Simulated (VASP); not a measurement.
**SiO2 in VASP: how settings move the PBEsol relaxation**

Aim: see what changed inputs do to the PBEsol relaxation of SiO2 built on the fluorite prototype. This is a trial cell built on a prototype, not taken from a measured structure, and it needn't be the compound's ground state.

Code: VASP 6.6.1. PAW datasets, plane waves. The cell comes from a prototype generator: it can be a known phase or a hypothetical one. Spin polarisation is off.

## 1. The cell

The cell comes from an earlier relaxation with PBE in another program.

Space group Fm-3m (No. 225), cubic; conventional cell a = 4.581 Å, 8.01 Å³ an atom. Si has 8 O at 1.98 Å; O has 4 Si at 1.98 Å.

Coordinates:

```xyz
3
Lattice="0.0000 2.2904 2.2904 2.2904 0.0000 2.2904 2.2904 2.2904 0.0000" Properties=species:S:1:pos:R:3 pbc="T T T"
Si    0.0000    0.0000    0.0000
O     1.1452    1.1452    1.1452
O     3.4355    3.4355    3.4355
```

The PBEsol run on sound settings gave: energy (σ→0) -21.3157 eV, final volume 7.825 Å³/atom.

## 2. Altered input 1

INCAR

```
ENCUT = 600.000000
SIGMA = 0.020000
EDIFF = 1.00e-07
EDIFFG = -5.00e-03
GGA = PS
PREC = Accurate
IBRION = 2
ISIF = 3
ISMEAR = -1
NBANDS = 15
NELM = 120
NSW = 40
LASPH = .TRUE.
LCHARG = .FALSE.
LWAVE = .FALSE.
LREAL = .FALSE.
AMIX = 0.1
IVDW = 11
```

KPOINTS

```
KPOINTS created by Atomic Simulation Environment
0
Gamma
8 8 8
0 0 0
```

POSCAR

```
Si O
 1.0000000000000000
     0.0000000000000000    2.2903635270075742    2.2903635270075742
     2.2903635270075742    0.0000000000000000    2.2903635270075742
     2.2903635270075742    2.2903635270075742   -0.0000000000000000
 Si  O
   1   2
Cartesian
  0.0000000000000000  0.0000000000000000  0.0000000000000000
  1.1451817635037871  1.1451817635037871  1.1451817635037871
  3.4355452905113619  3.4355452905113619  3.4355452905113619
```

The run uses the recommended PBE PAW datasets (16 valence electrons a neutral cell).

The run is started by

```sh
$ mpirun -np 1 vasp_std
```

## 3. Altered input 2

INCAR

```
ENCUT = 600.000000
SIGMA = 0.020000
EDIFF = 1.00e-07
EDIFFG = -5.00e-03
PREC = Accurate
IBRION = 2
ISIF = 3
ISMEAR = -1
NBANDS = 15
NELM = 120
NSW = 40
LASPH = .TRUE.
LCHARG = .FALSE.
LWAVE = .FALSE.
LREAL = .FALSE.
GGA = 91
```

KPOINTS

```
KPOINTS created by Atomic Simulation Environment
0
Gamma
8 8 8
0 0 0
```

POSCAR

```
Si O
 1.0000000000000000
     0.0000000000000000    2.2903635270075742    2.2903635270075742
     2.2903635270075742    0.0000000000000000    2.2903635270075742
     2.2903635270075742    2.2903635270075742   -0.0000000000000000
 Si  O
   1   2
Cartesian
  0.0000000000000000  0.0000000000000000  0.0000000000000000
  1.1451817635037871  1.1451817635037871  1.1451817635037871
  3.4355452905113619  3.4355452905113619  3.4355452905113619
```

Q: Predict the outcome of this session. Wanted: for each run, changed; ending; energy change; volume; electronic steps; usable.

**Answer**, as computed:

| run | changed | ending | energy change (meV/atom) | volume (Å³/atom) | electronic steps | time | usable |
| --- | --- | --- | --- | --- | --- | --- | --- |
| ref. | – | converged | 0 | 7.825 | – | – | yes |
| 1 | AMIX = 0.1, IVDW = 11 | converged | – | 7.740 | 37 | 17 s | yes |
| 2 | GGA = 91 | converged | – | 8.002 | 23 | 12 s | yes |

**Reading.** Of 2 altered inputs, 2 gave usable results.
